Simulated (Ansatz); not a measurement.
Crystals in the rock-salt structure, computed with LDA in Ansatz (plane-wave DFT, scalar-relativistic, harmonic phonons, no LO–TO term at Γ; fixed occupations; no spin; PAW, where unfrozen means all-electron datasets; each on its own modest k mesh, which can be coarse for ε∞).

```tsv
crystal	cell	k mesh	potentials	phonons by	Å³/atom	top Γ mode (cm⁻¹)	lowest mode at X = [0.5, 0, 0.5] (cm⁻¹)	top mode at X = [0.5, 0, 0.5] (cm⁻¹)	mean ε∞	mean Born charge of the element in brackets (e)
LiF [Li]	relaxed	6×6×6	hand-made PAW	linear response	7.47	341	252	482	2.12	1.04
NaCl [Na]	relaxed	6×6×6	hand-made PAW	linear response	20.39	?	?	?	?	?
MgS [Mg]	relaxed	6×6×6	hand-made PAW	linear response	16.89	251	125	313	5.49	2.30
CaO [Ca]	relaxed	6×6×6	hand-made PAW	linear response	13.05	290	205	393	3.87	2.37
BaO [Ba]	relaxed	6×6×6	hand-made PAW	linear response	20.06	86	72	155	4.27	2.80
```

(1) Estimate the entries marked ?.

## Answers

(1) NaCl: top Γ mode (cm⁻¹) 188, lowest mode at X = [0.5, 0, 0.5] (cm⁻¹) 82, top mode at X = [0.5, 0, 0.5] (cm⁻¹) 210, mean ε∞ 2.67, mean Born charge of the element in brackets (e) 1.07.
